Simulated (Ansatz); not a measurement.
CoPt (L1₀ or tetragonal B2, space group No. 123), the program Ansatz at the PBEsol level (PAW), all energies at zero smearing, with the estimated change up to a 700 eV cutoff added, with one set of potentials and settings (totals compare only within such a set). Cell of 2 atoms (1 Co, 1 Pt): -17476.959 eV.

```
element                                reference phase  E (eV/atom)
-------  ---------------------------------------------  -----------
Co       P6_3/mmc, 2 atoms in the cell, spin-polarised   -5092.9959
Pt                          Fm-3m, 1 atoms in the cell  -12383.8180
```

Formation energy per atom, worked out: (-17476.959 − 1×(-5092.9959) − 1×(-12383.8180))/2 = -0.073 eV/atom (-7 kJ per mol of atoms), at 0 K, without zero-point energy or fitted corrections.

Space group P4/mmm (L1₀ or tetragonal B2). Symmetry was held in the PBEsol relaxation. Magnetic state: ferromagnetic, chosen from 5 collinear starts compared on coarse meshes (ties went to the first, and starts can fall back to one state), not a proven ground state. Textbook magnetic order: ferromagnetic. The references are the lowest solids computed at this level, not always the standard phases. Scalar-relativistic: spin–orbit coupling is off unless named, which matters more the heavier the elements.

Potentials: the later of the program's two PAW sets.
